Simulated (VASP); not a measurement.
# Y (Fm-3m) in VASP: notebook

Runs on Y. Level: PBE. Tasks: single point.

Everything below comes from runs of VASP 6.6.1. Logs are shortened: lines on timing, memory, paths and dates and some standing lists are left out, and cuts for length are marked.

## Step 1: The crystal as given

The structure is cubic, space group Fm-3m (No. 225). The conventional cell has a = 5.063 Å, b = 5.063 Å, c = 5.063 Å, α = 90.00°, β = 90.00°, γ = 90.00°. Around Y (site symmetry m-3m) lie 12 Y at 3.58 Å.

This isn't the form of Y at room conditions, which is hcp.

## Step 2: Single point, PBE, collinear spin, typed start

The input, INCAR:

```
PREC = Accurate
ENCUT = 520
EDIFF = 1E-6
ISMEAR = -1
SIGMA = 0.05
LREAL = False
LASPH = True
NELM = 150
ALGO = Fast
ISIF = 2
LWAVE = False
LCHARG = True
ISPIN = 2
MAGMOM = 1
LORBIT = 11
LMAXMIX = 4
GGA = PE
LELF = True
LVHAR = True
NBANDS = 16
```

The input, KPOINTS:

```
Automatic mesh
0
Gamma
  18 18 18
```

The input, POSCAR:

```
Y
1.0
    0.0000000000      2.5313368958      2.5313368958
    2.5313368958      0.0000000000      2.5313368958
    2.5313368958      2.5313368958      0.0000000000
Y
1
Direct
    0.0000000000      0.0000000000      0.0000000000
```

Potentials or basis: VASP PAW PBE potentials, release 64 (Y_sv).

The run is started by

```
$ cat potpaw_PBE.64/Y_sv/POTCAR > POTCAR
$ mpirun -np 1 vasp_std > vasp.out
```

OUTCAR:

```text
PREC = Accurate
   ENCUT = 520
   EDIFF = 1E-6
   ISMEAR = -1
   LREAL = False
   LASPH = True
   NELM = 150
   ISIF = 2
   ISPIN = 2
   LORBIT = 11
   GGA = PE

 ion  position               nearest neighbor table
   1  0.000  0.000  0.000-

  LATTYP: Found a face centered cubic cell.
 ALAT       =     5.0626737916

  Lattice vectors:

 A1 = (   0.0000000000,   2.5313368958,   2.5313368958)
 A2 = (   2.5313368958,   0.0000000000,   2.5313368958)
 A3 = (   2.5313368958,   2.5313368958,   0.0000000000)

Analysis of symmetry for initial positions (statically):
=====================================================================
 Subroutine PRICEL returns:
 Original cell was already a primitive cell.

 Routine SETGRP: Setting up the symmetry group for a
 face centered cubic supercell.

 Subroutine GETGRP returns: Found 48 space group operations
 (whereof 48 operations were pure point group operations)
 out of a pool of 48 trial point group operations.

The static configuration has the point symmetry O_h .

Analysis of symmetry for dynamics (positions and initial velocities):
=====================================================================
 Subroutine PRICEL returns:
 Original cell was already a primitive cell.

 Routine SETGRP: Setting up the symmetry group for a
 face centered cubic supercell.

 Subroutine GETGRP returns: Found 48 space group operations
 (whereof 48 operations were pure point group operations)
 out of a pool of 48 trial point group operations.

The dynamic configuration has the point symmetry O_h .

Analysis of structural, dynamic, and magnetic symmetry:
=====================================================================
 Subroutine PRICEL returns:
 Original cell was already a primitive cell.

 Routine SETGRP: Setting up the symmetry group for a
 face centered cubic supercell.

 Subroutine GETGRP returns: Found 48 space group operations
 (whereof 48 operations were pure point group operations)
 out of a pool of 48 trial point group operations.

The overall configuration has the point symmetry O_h .

 Subroutine INISYM returns: Found 48 space group operations
 (whereof 48 operations are pure point group operations),
 and found     1 'primitive' translations

----------------------------------------------------------------------------------------

                                     Primitive cell

  volume of cell :      32.4399

  direct lattice vectors                    reciprocal lattice vectors
     0.000000000  2.531336896  2.531336896    -0.197524083  0.197524083  0.197524083
     2.531336896  0.000000000  2.531336896     0.197524083 -0.197524083  0.197524083
     2.531336896  2.531336896  0.000000000     0.197524083  0.197524083 -0.197524083

  length of vectors
     3.579850969  3.579850969  3.579850969     0.342121748  0.342121748  0.342121748

  position of ions in fractional coordinates (direct lattice)
     0.000000000  0.000000000  0.000000000

  ion indices of the primitive-cell ions
   primitive index   ion index
                 1           1

----------------------------------------------------------------------------------------

 KPOINTS: Automatic mesh

Automatic generation of k-mesh.
 Grid dimensions read from file:
 generate k-points for:   18   18   18

 Generating k-lattice:

  Cartesian coordinates                     Fractional coordinates (reciprocal lattice)
    -0.010973560  0.010973560  0.010973560     0.055555556  0.000000000  0.000000000
     0.010973560 -0.010973560  0.010973560     0.000000000  0.055555556  0.000000000
     0.010973560  0.010973560 -0.010973560     0.000000000  0.000000000  0.055555556

  Length of vectors
     0.019006764  0.019006764  0.019006764

  Shift w.r.t. Gamma in fractional coordinates (k-lattice)
     0.000000000  0.000000000  0.000000000

 Subroutine IBZKPT returns following result:
 ===========================================

 Found    195 irreducible k-points:

 Following reciprocal coordinates:
            Coordinates               Weight
  0.000000  0.000000  0.000000      1.000000
  0.055556  0.000000  0.000000      8.000000
  0.111111  0.000000  0.000000      8.000000
  0.166667  0.000000  0.000000      8.000000
  0.222222  0.000000  0.000000      8.000000
  0.277778  0.000000  0.000000      8.000000
[... 16 lines left out ...]
 -0.277778  0.055556  0.000000     24.000000
 -0.222222  0.055556  0.000000     24.000000
 [... further k-points ...]
   k-points           NKPTS =    195   k-points in BZ     NKDIM =    195   number of bands    NBANDS=     16
   number of dos      NEDOS =    301   number of ions     NIONS =      1
   total plane-waves  NPLWV =  21952
   dimension x,y,z NGX =    28 NGY =   28 NGZ =   28
   dimension x,y,z NGXF=    56 NGYF=   56 NGZF=   56
   ions per type =               1
   NGX,Y,Z   is equivalent  to a cutoff of  13.00, 13.00, 13.00 a.u.
   NGXF,Y,Z  is equivalent  to a cutoff of  26.01, 26.01, 26.01 a.u.
 SYSTEM =  unknown system
   PREC   = accura    normal or accurate (medium, high low for compatibility)
   ISTART =      0    job   : 0-new  1-cont  2-samecut
   ICHARG =      2    charge: 1-file 2-atom 10-const
   ISPIN  =      2    spin polarized calculation?
   LNONCOLLINEAR =      F non collinear calculations
   LSORBIT =      F    spin-orbit coupling
   LASPH  =      T    aspherical Exc in radial PAW
   ENCUT  =  520.0 eV  38.22 Ry    6.18 a.u.   6.66  6.66  6.66*2*pi/ulx,y,z
   NELM   =    150;   NELMIN=  2; NELMDL= -5     # of ELM steps
   EDIFF  = 0.1E-05   stopping-criterion for ELM
   LREAL  =      F    real-space projection
   EDIFFG = 0.1E-04   stopping-criterion for IOM
   NSW    =      0    number of steps for IOM
   IBRION =     -1    ionic relax: 0-MD 1-quasi-New 2-CG
   NFREE  =      0    steps in history (QN), initial steepest desc. (CG)
   ISIF   =      2    stress and relaxation
   ISYM   =      2    0-nonsym 1-usesym 2-fastsym
   POTIM  = 0.5000    time-step for ionic-motion
   TEBEG  =    0.0;   TEEND  =   0.0 temperature during run
   PSTRESS=    0.0 pullay stress
   NELECT =      11.0000    total number of electrons
   NUPDOWN=      -1.0000    fix difference up-down
   EMIN   =  10.00;   EMAX   =-10.00  energy-range for DOS
   EFERMI =   0.00;   METHOD = LEGACY
   ISMEAR =    -1;   SIGMA  =   0.05  broadening in eV -4-tet -1-fermi 0-gaus
   EFERMI_NEDOS =   21; number of points for ismear=-14 and -15
   IALGO  =     68    algorithm
   IMIX   =      4    mixing-type and parameters
     AMIX     =   0.40;   BMIX     =  1.00
     AMIX_MAG =   1.60;   BMIX_MAG =  1.00
  volume/ion in A,a.u.               =      32.44       218.92
  Fermi-wavevector in a.u.,A,eV,Ry     =   1.141596  2.157304 17.731677  1.303241
  Thomas-Fermi vector in A             =   2.278296
   LORBIT       =     11    0 simple, 1 ext, 2 COOP (PROOUT), +10 PAW based schemes
   GGA     = PE    functional components
   LHFCALC =     F    Hartree Fock is set to
   AEXX    =    0.0000 exact exchange contribution
   IVDW    =     0    specifies the selected vdW correction
   LEPSILON=     F    determine dielectric tensor
   LRPA    =     F    only Hartree local field effects (RPA)
 spin polarized calculation
 RMM-DIIS sequential band-by-band and
  energy-cutoff  :      520.00
  volume of cell :       32.44
 maximum number of plane-waves:       895
   NGX = 13   NGY = 13   NGZ = 13

 number of electron      11.0000000 magnetization       0.0018367

 number of electron      11.0000000 magnetization      -0.0000159

 Free energy of the ion-electron system (eV)
  ---------------------------------------------------
  ext. energy  EPLUGINS =         0.00000000
  ---------------------------------------------------
  free energy    TOTEN  =        -6.41389358 eV

  energy without entropy =       -6.40131331  energy(sigma->0) =       -6.40760345

 E-fermi :   3.1155     XC(G=0):  -9.4719

 val. band max:        3.1117156160   @ k =  -0.4444   0.2222   0.1111
 cond. band min:       3.1260462928   @ k =   0.3333   0.2222   0.0000
 fundamental gap:      0.0143306768
 Fermi energy:         3.1154770968

 spin component 1

 k-point     1 :       0.0000    0.0000    0.0000
  band No.  band energies     occupation
      1     -39.5593      1.00000
      2     -19.2548      1.00000
      3     -19.2548      1.00000
      4     -19.2548      1.00000
      5      -1.6480      1.00000
      6       4.9046      0.00000
[... 8 lines left out ...]
     15      18.1632      0.00000
     16      24.4731      0.00000

 k-point     2 :       0.0556    0.0000    0.0000
  band No.  band energies     occupation
      1     -39.5573      1.00000
      2     -19.2731      1.00000
      3     -19.2571      1.00000
      4     -19.2571      1.00000
      5      -1.5703      1.00000
      6       4.8150      0.00000
[... 8 lines left out ...]
     15      18.6626      0.00000
     16      23.3366      0.00000
[... 387 lines left out ...]
      5       0.2111      1.00000
      6       3.6371      0.00003
[... 8 lines left out ...]
     15      18.7384      0.00000
     16      19.5380      0.00000

 k-point    24 :      -0.2222    0.0556    0.0000
  band No.  band energies     occupation
      1     -39.5270      1.00000
      2     -19.5340      1.00000
      3     -19.3094      1.00000
      4     -19.2845      1.00000
      5      -0.2978      1.00000
      6       3.8407      0.00000
[... 8 lines left out ...]
     15      18.4338      0.00000
     16      19.8925      0.00000

 [... further k-points ...]

 spin component 2

 k-point     1 :       0.0000    0.0000    0.0000
  band No.  band energies     occupation
      1     -39.5594      1.00000
      2     -19.2548      1.00000
      3     -19.2548      1.00000
      4     -19.2548      1.00000
      5      -1.6481      1.00000
      6       4.9046      0.00000
[... 8 lines left out ...]
     15      18.1666      0.00000
     16      24.4731      0.00000

 k-point     2 :       0.0556    0.0000    0.0000
  band No.  band energies     occupation
      1     -39.5574      1.00000
      2     -19.2731      1.00000
      3     -19.2571      1.00000
      4     -19.2571      1.00000
      5      -1.5704      1.00000
      6       4.8150      0.00000
[... 8 lines left out ...]
     15      18.6646      0.00000
     16      23.3335      0.00000
[... 387 lines left out ...]
      5       0.2109      1.00000
      6       3.6371      0.00003
[... 8 lines left out ...]
     15      18.7384      0.00000
     16      19.5379      0.00000

 k-point    24 :      -0.2222    0.0556    0.0000
  band No.  band energies     occupation
      1     -39.5271      1.00000
      2     -19.5340      1.00000
      3     -19.3094      1.00000
      4     -19.2845      1.00000
      5      -0.2980      1.00000
      6       3.8407      0.00000
[... 8 lines left out ...]
     15      18.4337      0.00000
     16      19.8921      0.00000

 [... further k-points ...]
[... 5 lines left out ...]
  --------------------------------------------------------------------------------------
  -------------------------------------------------------------------------------------
  Total       -0.0207234     -0.0207234     -0.0207234     -0.0000000      0.0000000      0.0000000
  in kB       -1.0235094     -1.0235094     -1.0235094     -0.0000000      0.0000000      0.0000000
  external PRESSURE =      -1.0235094 kB  Pullay stress =       0.0000000 kB

 VOLUME and BASIS-vectors are now :
 -----------------------------------------------------------------------------
  energy-cutoff  :      520.00
  volume of cell :       32.44
      direct lattice vectors                 reciprocal lattice vectors
     0.000000000  2.531336896  2.531336896    -0.197524083  0.197524083  0.197524083
     2.531336896  0.000000000  2.531336896     0.197524083 -0.197524083  0.197524083
     2.531336896  2.531336896  0.000000000     0.197524083  0.197524083 -0.197524083

 POSITION                                       TOTAL-FORCE (eV/Angst)
 -----------------------------------------------------------------------------------
      0.00000      0.00000      0.00000         0.000000      0.000000      0.000000
 -----------------------------------------------------------------------------------
    total drift:                               -0.000000     -0.000000     -0.000000

  FREE ENERGIE OF THE ION-ELECTRON SYSTEM (eV)
  ---------------------------------------------------
  free  energy   TOTEN  =        -6.4138935841 eV

  energy  without entropy=       -6.4013133125  energy(sigma->0) =       -6.40760345

 total charge

# of ion       s       p       d       f       tot
--------------------------------------------------
    1        2.282   6.204   0.951   0.006   9.444

 magnetization (x)

# of ion       s       p       d       f       tot
--------------------------------------------------
    1        0.000  -0.000  -0.000  -0.000   0.000
```

Run time: 1.7 min. Hardware: 1 thread of Intel Xeon 6975P-C (Granite Rapids), shared host; peak memory 0.3 GiB.

What came out:

| Property | Result |
| --- | --- |
| Free energy | -6.4139 eV |
| Pressure | -0.1 GPa |
| Band gap on the k mesh | none (metal or under the smearing width) |
| Net moment | 0.00 μB per cell |
| Valence electrons inside the program's atomic spheres | Y 9.44 |

Levels at points of the mesh, in eV from the Fermi level:
Spin up:
| k point | band 3 | band 4 | band 5 | band 6 | band 7 | band 8 |
| --- | --- | --- | --- | --- | --- | --- |
| (0.00, 0.00, 0.00) | -22.37 | -22.37 | -4.76 | 1.79 | 1.79 | 1.79 |
| (0.50, 0.00, 0.00) | -22.45 | -22.45 | -1.98 | 0.62 | 1.62 | 1.62 |
| (0.50, 0.50, 0.00) | -22.57 | -22.57 | -1.75 | -0.88 | 2.09 | 5.27 |
Spin down:
```tsv
k point	band 1	band 2	band 3	band 4	band 5	band 6	band 7	band 8	band 9	band 10
(0.00, 0.00, 0.00)	-42.67	-22.37	-22.37	-22.37	-4.76	1.79	1.79	1.79	3.80	3.80
(0.50, 0.00, 0.00)	-42.61	-22.94	-22.45	-22.45	-1.98	0.62	1.62	1.62	5.26	5.26
(0.50, 0.50, 0.00)	-42.59	-22.91	-22.57	-22.57	-1.75	-0.88	2.09	5.27	5.67	5.67
```

## Step 3: Single point, PBE, collinear spin, typed start

This run uses another cell than the first one, of 33.74 Å³/atom, 1.040 times its volume.

The input, INCAR:

```
SYSTEM = Y
ALGO = Normal
EDIFF = 1E-6
ENCUT = 520
GGA = PE
ISIF = 2
ISMEAR = -1
ISPIN = 2
LASPH = .True.
LCHARG = .False.
LMAXMIX = 4
LORBIT = 11
LREAL = .False.
LWAVE = .False.
MAGMOM = 1
NBANDS = 16
NELM = 150
PREC = Accurate
SIGMA = 0.05
```

The input, KPOINTS:

```
k-points
0
Gamma
  12 12 12
  0 0 0
```

The input, POSCAR:

```
Y
1.0
    0.0000000000      2.5646477802      2.5646477802
    2.5646477802      0.0000000000      2.5646477802
    2.5646477802      2.5646477802      0.0000000000
Y
1
Direct
    0.0000000000      0.0000000000      0.0000000000
```

Potentials or basis: VASP PAW PBE potentials, release 64 (Y_sv).

The run is started by

```
$ cat potpaw_PBE.64/Y_sv/POTCAR > POTCAR
$ mpirun -np 1 vasp_std > vasp.out
```

It took 34 s on 1 thread of Intel Xeon 6975P-C (Granite Rapids), shared host; peak memory 0.22 GiB.

Results (log left out):

```yaml
Free_energy: -6.4063 eV
Pressure: -1.5 GPa
Band_gap_on_the_k_mesh: none (metal or under the smearing width)
Net_moment: 0.00 μB per cell
Valence_electrons_inside_the_program's_atomic_spheres: Y 9.39
```

Levels at points of the mesh, in eV from the Fermi level:
Spin up:
| k point | band 1 | band 2 | band 3 | band 4 | band 5 | band 6 | band 7 | band 8 | band 9 | band 10 |
| --- | --- | --- | --- | --- | --- | --- | --- | --- | --- | --- |
| (0.00, 0.00, 0.00) | -42.77 | -22.50 | -22.50 | -22.50 | -4.70 | 1.75 | 1.75 | 1.75 | 3.66 | 3.66 |
| (0.50, 0.00, 0.00) | -42.72 | -23.00 | -22.56 | -22.56 | -1.93 | 0.52 | 1.59 | 1.59 | 5.04 | 5.04 |
| (0.50, 0.50, 0.00) | -42.70 | -22.96 | -22.67 | -22.67 | -1.67 | -0.81 | 1.93 | 5.05 | 5.44 | 5.44 |
Spin down:
```tsv
k point	band 2	band 3	band 4	band 5	band 6	band 7	band 8	band 9
(0.00, 0.00, 0.00)	-22.50	-22.50	-22.50	-4.70	1.75	1.75	1.75	3.66
(0.50, 0.00, 0.00)	-23.00	-22.56	-22.56	-1.93	0.52	1.59	1.59	5.04
(0.50, 0.50, 0.00)	-22.96	-22.67	-22.67	-1.67	-0.81	1.93	5.05	5.43
```

## Step 4: Single point, PBE, collinear spin, typed start

This run uses another cell than the first one, of 35.04 Å³/atom, 1.080 times its volume.

The input, INCAR:

```
SYSTEM = Y
PREC     = Accurate       ! precision mode
ENCUT    = 520            ! plane-wave cutoff, eV
EDIFF    = 1E-7           ! SCF threshold, eV
ISMEAR   = -1             ! smearing method
SIGMA    = 0.05           ! smearing width, eV
LREAL    = .FALSE.        ! projectors in reciprocal space
LASPH    = .TRUE.         ! aspherical terms in the spheres
NELM     = 150            ! most SCF steps
ALGO     = Normal         ! electronic algorithm
ISIF     = 2              ! what is computed and relaxed
LWAVE    = .FALSE.        ! write WAVECAR
LCHARG   = .FALSE.        ! write CHGCAR
ISPIN    = 2              ! spin polarisation
MAGMOM   = 1              ! initial moments
LORBIT   = 11             ! projections on sites
LMAXMIX  = 4              ! l up to which the mixer works
GGA      = PE             ! functional
NBANDS   = 16             ! bands
```

The input, KPOINTS:

```
Automatic mesh
0
G
  12 12 12
  0 0 0
```

The input, POSCAR:

```
Y
1.0
    0.0000000000      2.5971151228      2.5971151228
    2.5971151228      0.0000000000      2.5971151228
    2.5971151228      2.5971151228      0.0000000000
Y
1
Direct
    0.0000000000      0.0000000000      0.0000000000
```

The run is started by

```
$ cat potpaw_PBE.64/Y_sv/POTCAR > POTCAR
$ mpirun -np 1 vasp_std > vasp.out
```

It took 36 s on 1 thread of Intel Xeon 6975P-C (Granite Rapids), shared host; peak memory 0.22 GiB.

Results (log left out):

| Quantity | Value |
| --- | --- |
| Free energy | -6.3891 eV |
| Pressure | -2.7 GPa |
| Band gap on the k mesh | none (metal or under the smearing width) |
| Net moment | 0.00 μB per cell |
| Valence electrons inside the program's atomic spheres | Y 9.35 |

Levels at points of the mesh, in eV from the Fermi level:
Spin up:
```csv
k point,band 2,band 3,band 4,band 5,band 6,band 7,band 8,band 9
"(0.00, 0.00, 0.00)",-22.62,-22.62,-22.62,-4.64,1.70,1.70,1.70,3.53
"(0.50, 0.00, 0.00)",-23.06,-22.68,-22.68,-1.89,0.42,1.56,1.56,4.84
"(0.50, 0.50, 0.00)",-23.03,-22.78,-22.78,-1.59,-0.75,1.78,4.85,5.21
```
Spin down:
| k point | band 3 | band 4 | band 5 | band 6 | band 7 | band 8 |
| --- | --- | --- | --- | --- | --- | --- |
| (0.00, 0.00, 0.00) | -22.62 | -22.62 | -4.64 | 1.70 | 1.70 | 1.70 |
| (0.50, 0.00, 0.00) | -22.68 | -22.68 | -1.89 | 0.42 | 1.56 | 1.56 |
| (0.50, 0.50, 0.00) | -22.78 | -22.78 | -1.59 | -0.75 | 1.78 | 4.85 |

## Step 5: Overview

| cell | k mesh | gap on the mesh (eV) | pressure (GPa) | moment (μB) |
| --- | --- | --- | --- | --- |
| Fm-3m, 32.44 Å³/atom | 18 × 18 × 18 | none | -0.1 | 0.00 |
| Fm-3m, 33.74 Å³/atom | 12 × 12 × 12 | none | -1.5 | 0.00 |
| Fm-3m, 35.04 Å³/atom | 12 × 12 × 12 | none | -2.7 | 0.00 |

Alike in all rows: task single point; level PBE; potentials or basis VASP PAW PBE potentials, release 64 (Y_sv); spin collinear, typed start; cutoff (eV) 520; smearing fermi-dirac 0.05 eV.

Every run on the cell as given and a fine mesh finds a metal.

Absolute energies hang on the potentials; compare differences alone.
